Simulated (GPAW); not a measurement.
# MgO (Fm-3m) in GPAW: further runs, part 2 of 2

GPAW 26.7.0.

### 4 G0W0 quasiparticle levels, PBE

run.py reads:

```python
import json
import numpy as np
from ase import Atoms
from ase.dft.bandgap import bandgap
from ase.io import write
from gpaw import GPAW, PW
from gpaw.response.g0w0 import G0W0

atoms = Atoms(['Mg', 'O'],
              cell=[[0.0, 2.0970013927, 2.0970013927],
                    [2.0970013927, 0.0, 2.0970013927],
                    [2.0970013927, 2.0970013927, 0.0]],
              scaled_positions=[[0.0, 0.0, 0.0],
                                [0.5, 0.5, 0.5]],
              pbc=True)

calc = GPAW(mode=PW(600),
            xc='PBE',
            kpts={'size': (5, 5, 5), 'gamma': True},
            occupations={'name': 'fermi-dirac', 'width': 0.001},
            nbands=16,
            convergence={'density': 1e-06},
            maxiter=150,
            txt='gpaw.txt')
atoms.calc = calc
energy = atoms.get_potential_energy()
calc.write('gs.gpw')
write('result.traj', atoms)
print(f'Energy: {energy:.6f} eV')
print('Fermi level:', round(calc.get_fermi_level(), 4), 'eV')
print(f'Gap: {bandgap(calc)[0]:.4f} eV, direct: {bandgap(calc, direct=True)[0]:.4f} eV')

calc.diagonalize_full_hamiltonian(nbands=33)
calc.write('full.gpw', mode='all')

ibz = calc.get_ibz_k_points()
gap, vbm, cbm = bandgap(calc, output=None)
gap, direct, _ = bandgap(calc, direct=True, output=None)
gamma = int(np.abs(ibz).sum(1).argmin())
kpts = sorted({gamma, vbm[1], cbm[1], direct[1]})
gw = G0W0(calc='full.gpw',
          filename='gw',
          ecut=80,
          ecut_extrapolation=False,
          relbands=(-2, 2),
          kpts=kpts,
          integrate_gamma='WS',
          nbands=29,
          ppa=True,
          xc='rALDA',
          fxc_mode='GWP',
          do_GW_too=True)
gw.calculate()
results = {mode: {key: np.asarray(r[key]).tolist() for key in ['f', 'eps', 'vxc', 'exx', 'sigma', 'Z', 'qp', 'sigma_eskn']}
           for mode, r in gw.all_results.items()}
json.dump({'kpts': ibz[kpts].tolist(), 'results': results}, open('gw.json', 'w'))
for mode, r in results.items():
    f, qp = np.array(r['f']), np.array(r['qp'])
    print(mode, 'quasiparticle energies (eV):')
    print(qp.round(3))
    print(mode, 'gap:', round(qp[f < 0.5].min() - qp[f > 0.5].max(), 4), 'eV')
```

Potentials or basis: GPAW PAW data sets (gpaw-data 1.2.1), pw.

Launch:

```console
OMP_NUM_THREADS=1 python run.py
```

gpaw.txt:

```text
__  _  _
 | _ |_)|_||  |
 |__||  | ||/\| - 26.7.0

Input parameters:
  mode=PW(ecut=600.0),
  convergence={'density': 1e-06},
  kpts=MonkhorstPack(size=(5, 5, 5), gamma=True),
  maxiter=150,
  nbands=16,
  occupations=Occupations(name='fermi-dirac', width=0.001),
  xc=XC(name='PBE')

Diagonalizing LCAO Hamiltonian
Converting LCAO to pw mode

              O

       Mg

Atoms  # Å, Bohr magnetons
|   | symbol |        x |        y |        z |    initial magnetic moments |
|---|--------|----------|----------|----------|-----------------------------|
| 0 |     Mg | 0.000000 | 0.000000 | 0.000000 | ( 0.0000,  0.0000,  0.0000) |
| 1 |      O | 2.097001 | 2.097001 | 2.097001 | ( 0.0000,  0.0000,  0.0000) |

Unit cell  # Å
| periodic |        x |        y |        z |  lengths |    angles |
|----------|----------|----------|----------|----------|-----------|
|      yes | 0.000000 | 2.097001 | 2.097001 | 2.965608 | 60.000000 |
|      yes | 2.097001 | 0.000000 | 2.097001 | 2.965608 | 60.000000 |
|      yes | 2.097001 | 2.097001 | 0.000000 | 2.965608 | 60.000000 |

Number of symmetries: 48
Symmetry operations  # r_c * U_cc + t_c -> r_c
|    | kind |            matrix            |
|----|------|------------------------------|
|  0 |  σ   |  1, 0, 0,  1, 0,-1,  1,-1, 0 |
|  1 |  C2  |  1, 0, 0,  1,-1, 0,  1, 0,-1 |
|  2 |  E   |  1, 0, 0,  0, 1, 0,  0, 0, 1 |
|  3 |  σ   |  1, 0, 0,  0, 0, 1,  0, 1, 0 |
|  4 |  C4  |  1, 0,-1,  1, 0, 0,  1,-1, 0 |
|  5 |  S6  |  1, 0,-1,  1,-1, 0,  1, 0, 0 |
[... 145 lines left out ...]
  Pratt-step length: 0.05
  Maximum mixing coefficient: 0.75
  Old densities: 10
  SVD Regularization: 0.005
  Good broyden scale: 1.0
  Trust region scale: 1.0
  Backstep threshold: 4.0
  History deletion threshold: 6.0
  Fourier metric: weight=20.0, sigma=0.015

occupation numbers:
  Fermi-Dirac:
    width: 0.0010  # eV

poisson solver:
  ecut: 4800.0  # eV

xc functional:
  name: PBE with 2 nearest neighbor stencil

convergence criteria:
- Maximum integral of absolute [dens]ity change: 1e-06 electrons / valence electron
- Maximum [total energy] change in last 3 cyles: 0.0005 eV / valence electron
- Maximum integral of absolute [eigenst]ate change: 4e-08 eV^2 / valence electron
maximum number of iterations: 150

SCF iterations
|iter     | |      energy | eigst |  dens |
|---------|-|-------------|-------|-------|
|iter:   1| |  -13.413417 | +0.07 |       |
|iter:   2| |  -13.062959 | -2.18 | -0.99 |
|iter:   3| |  -12.098080 | -1.40 | -1.04 |
|iter:   4| |  -12.103279 | -3.11 | -1.58 |
|iter:   5| |  -12.108558 | -3.07 | -1.85 |
|iter:   6| |  -12.108619c| -5.34 | -3.01 |
|iter:   7| |  -12.108638c| -6.22 | -3.39 |
|iter:   8| |  -12.108638c| -7.98c| -4.39 |
|iter:   9| |  -12.108638c| -8.29c| -5.19 |
|iter:  10| |  -12.108638c| -8.84c| -5.66 |
|iter:  11| |  -12.108638c| -9.70c| -7.05c|

Converged in 11 steps
Energy contributions relative to reference atoms: (reference = -7490.497190)

Energy contributions:
  Kinetic:          12.527127
  Coulomb:         -10.326201
  Zero:              0.109400
  External:          0.000000
  Xc:              -14.418965
  Entropy:          -0.000000
  Spinorbit:         0.000000
  ----------------------------
  Free energy:     -12.108638
  Extrapolated:    -12.108638

dipole moment: (-6.014502, -6.014502, -6.014502)  # |e|*Ang

Fermi level: 5.690
Eigenvalues  # (at kpt = [0.000, 0.000, 0.000])
| band index |      eig [eV] | occ [0-2] |
|------------|---------------|-----------|
|          0 |       -67.346 |     2.000 |
|          1 |       -34.090 |     2.000 |
|          2 |       -34.090 |     2.000 |
|          3 |       -34.090 |     2.000 |
|          4 |       -12.279 |     2.000 |
|          5 |         5.016 |     2.000 |
[... 8 lines left out ...]
|         14 |        26.674 |     0.000 |
|         15 |        29.621 |     0.000 |

Gap: 4.885 eV
Transition (v -> c):
  (s=0, k=0, n=7, [0.00, 0.00, 0.00]) -> (s=0, k=0, n=8, [0.00, 0.00, 0.00])
No difference between direct/indirect transitions
# Writing to gs.gpw (mode='')

Matrix size: 628x628
# Writing to full.gpw (mode='all')
```

Wall time 25 s (1 thread of INTEL XEON PLATINUM 8581C at 2.30GHz (Emerald Rapids), shared host); peak memory 0.33 GiB.

Results:

| Item | Value |
| --- | --- |
| Free energy | -12.1086 eV |
| Band gap on the k mesh, mean-field level | 4.88 eV, direct |
| Quasiparticle gap | 7.09 eV |
| Least direct quasiparticle gap | 7.09 eV |

Levels at points of the mesh, in eV from the valence-band top:
| k point | band 4 | band 5 | band 6 | band 7 | band 8 | band 9 | band 10 | band 11 | band 12 |
| --- | --- | --- | --- | --- | --- | --- | --- | --- | --- |
| (0.00, 0.00, 0.00) | -39.11 | -17.29 | 0.00 | 0.00 | 0.00 | 4.88 | 15.90 | 15.90 | 15.90 |

Caveat: the k mesh is coarse (spacing up to 0.52 Å⁻¹), so the values aren't converged; the quasiparticle gap is taken among the few k points that were corrected; the long-wavelength limit can be off by a per cent or two.
